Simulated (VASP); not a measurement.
Set up this calculation in VASP 6.6.1, as the native input.

| Quantity | Value |
| --- | --- |
| Task | single point |
| Functional | PBE |
| Potentials or basis | VASP PAW PBE potentials, release 64 (Mn, S) |
| Cutoff | 500 eV |
| k mesh | 9 × 9 × 9 |
| Occupations | gaussian, width 0.05 eV |
| Spin | collinear spin, ferromagnetic start |
| Starting moments | [4.0, 0.0] μB |
| Further INCAR settings | ALGO = Normal; EDIFF = 1e-06 |

The structure of MnS lies in POSCAR:

```
MnS
1.0
    0.0000000000      2.6045000000      2.6045000000
    2.6045000000      0.0000000000      2.6045000000
    2.6045000000      2.6045000000      0.0000000000
Mn S
1 1
Direct
    0.0000000000      0.0000000000      0.0000000000
    0.5000000000      0.5000000000      0.5000000000
```

One way to write it, as run:

INCAR

```
PREC     = Accurate       # precision mode
ENCUT    = 500            # plane-wave cutoff, eV
EDIFF    = 1E-6           # SCF threshold, eV
ISMEAR   = 0              # smearing method
SIGMA    = 0.05           # smearing width, eV
LREAL    = False          # projectors in reciprocal space
LASPH    = True           # aspherical terms in the spheres
NELM     = 100            # most SCF steps
ALGO     = Normal         # electronic algorithm
ISIF     = 2              # what is computed and relaxed
LWAVE    = False          # write WAVECAR
LCHARG   = True           # write CHGCAR
ISPIN    = 2              # spin polarisation
MAGMOM   = 4 0            # initial moments
LORBIT   = 11             # projections on sites
LMAXMIX  = 4              # l up to which the mixer works
GGA      = PE             # functional
LELF     = True           # ELF
LVHAR    = True
```

KPOINTS

```
regular mesh
0
Gamma
  9 9 9
```

Potentials or basis: VASP PAW PBE potentials, release 64 (Mn, S).

Launch:

```sh
$ cat potpaw_PBE.64/Mn/POTCAR potpaw_PBE.64/S/POTCAR > POTCAR
$ mpirun -np 1 vasp_std > vasp.out
```

It gave:

```yaml
Pressure: -3.0 GPa
Band_gap_on_the_k_mesh: none (metal or under the smearing width)
Net_moment: 4.72 μB per cell
Site_moments: Mn +4.25; S +0.11 μB
Valence_electrons_inside_the_program's_atomic_spheres: Mn 5.34; S 3.73
```

Caveat: a cell with one magnetic atom can't hold antiferromagnetic order, which such compounds often take; semilocal functionals often make such compounds metallic where correlation or magnetic order opens a gap, which also shifts bond lengths.

It took 36 s on 1 thread of Intel(R) Xeon(R) Platinum 8488C (Sapphire Rapids), with other jobs on the host, peak memory 0.18 GiB.
